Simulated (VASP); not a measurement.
Input of a VASP 6.6.1 run:

File INCAR:

```
SYSTEM = Te2Pt
PREC = Accurate ; ENCUT = 520
EDIFF = 1E-6 ; ISMEAR = 1
SIGMA = 0.1 ; LREAL = .FALSE.
LASPH = .TRUE. ; NELM = 80
ALGO = Normal ; ISIF = 2
LWAVE = .FALSE. ; LCHARG = .FALSE.
LDIPOL = .TRUE. ; IDIPOL = 3
DIPOL = 0.5 0.5 0.500 ; GGA = MK
LUSE_VDW = .TRUE. ; AGGAC = 0.0
PARAM1 = 0.1234 ; PARAM2 = 0.711357
ZAB_VDW = -1.8867 ; IBRION = 2
NSW = 80 ; EDIFFG = -0.02
KPAR = 4
```

KPOINTS

```
Automatic mesh
0
G
  12 12 1
  0 0 0
```

POSCAR

```
Te2Pt
1.0
    4.0720587800      0.0000000000      0.0000000000
   -2.0360301100      3.5265061900      0.0000000000
    0.0000000000      0.0000000000     28.2017458700
Te Pt
6 3
Direct
    0.6666670000      0.3333340000      0.2659409800
    0.3333330000      0.6666660000      0.3631208500
    0.6666670000      0.3333340000      0.4514100700
    0.3333330000      0.6666660000      0.5485899300
    0.6666670000      0.3333340000      0.6368791500
    0.3333330000      0.6666660000      0.7340590200
    0.0000000000      0.0000000000      0.3145309200
    0.0000000000      0.0000000000      0.5000000000
    0.0000000000      0.0000000000      0.6854690800
```

Potentials or basis: VASP PAW PBE potentials, release 64 (Te, Pt).

Launch:

```sh
$ cat potpaw_PBE.64/Te/POTCAR potpaw_PBE.64/Pt/POTCAR > POTCAR
$ mpirun -np 4 vasp_std > vasp.out
```

Task: Estimate the band gap on the k mesh.

Result: None (metal or under the smearing width).

Task: What does it give for the energy gained by relaxing?

Result: 0.6 meV/atom.

Forces in eV/Å, atoms in the order of the input:
```
Te   0.000  0.000  0.006
Te   0.000  0.000 -0.017
Te   0.000  0.000  0.018
Te   0.000  0.000 -0.018
Te   0.000  0.000  0.017
Te   0.000  0.000 -0.006
Pt   0.000  0.000 -0.011
Pt   0.000  0.000  0.000
Pt   0.000  0.000  0.011
```

Caveat: the PAW data sets were made with another functional, which shifts forces and pressure a little. Spin-orbit coupling is left out, which matters for the levels of Pt, Te.
